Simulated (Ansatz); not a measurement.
## Al3Cu2: how the energy converges with the cutoff

Al3Cu2, P1, a = 4.047 Å, b = 4.025 Å, c = 4.981 Å, α, β, γ = 90.3°, 89.4°, 120.0°. Ansatz: PBEsol, PAW, cutoff varied, Γ-centred 8×8×6 mesh on 5 atoms, Gaussian smearing 0.10 eV; no spin polarisation. Single points at one geometry with displaced atoms, the cutoff alone changed; ΔE is the energy at zero smearing over the run at 600 eV. The runs up to 350 eV lie under the cutoff recommended for these PAW datasets.

| cutoff (eV) | ΔE (meV/atom) |
| --- | --- |
| 200 | 6360.71 |
| 250 | 1110.36 |
| 300 | ? |
| 350 | 12.71 |
| 420 | 1.19 |

Q: Assume ΔE falls exponentially with the cutoff, fit y = ln ΔE against x, the cutoff in eV, to the other rows, and predict the missing value.

A: y = 8.758, 7.012, 2.542, 0.174. Means x = 305.0, y = 4.6215; Σ(Δx)² = 29300, ΣΔxΔy = -1171; the slope is their ratio. y = 16.81 − 0.03996 x, a factor of ten per 58 eV. At 300 eV this gives ΔE = 124.21 meV/atom. The run gave 144.56, a ratio of 0.86. Between neighbouring rows the decay runs from a factor of ten per 47 eV to one per 68 eV, so one exponential is only a rough guide.

Cost: 6 runs of about 5.4 core-minutes in all, on Intel Xeon Processor @ 2.50GHz (Skylake/Cascade Lake) (shared hosts).